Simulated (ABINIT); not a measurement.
Crystal: AlRu.

```
Ru Al
1.0
     2.99160    0.00000    0.00000
     0.00000    2.99160    0.00000
     0.00000    0.00000    2.99160
Ru Al
1 1
Direct
  0.50000 0.50000 0.50000
  0.00000 0.00000 0.00000
```

Base run:

| Quantity | Value |
| --- | --- |
| Program | ABINIT 10.8.3 (patched build) |
| Functional | WC |
| Potentials or basis | JTH PAW PBE v2.0 |
| Cutoff | 490 eV |
| k mesh | 9 × 9 × 9 |
| Occupations | fermi-dirac, width 0.05 eV |
| Spin | no spin polarisation |

Its results: band gap on the k mesh none (metal or under the smearing width); pressure -1.7 GPa.

Question: After a change of settings the same cell gave: band gap on the k mesh none (metal or under the smearing width); pressure 2.8 GPa. Which change was it?
A. functional from WC to AM05
B. functional from WC to PW91
C. functional from WC to SCAN
D. functional from WC to r2SCAN

Answer: B.

PW91 binds less tightly than WC, so the same cell stands under more pressure.

Caveats: the PAW data sets were made with another functional, which shifts forces and pressure a little.
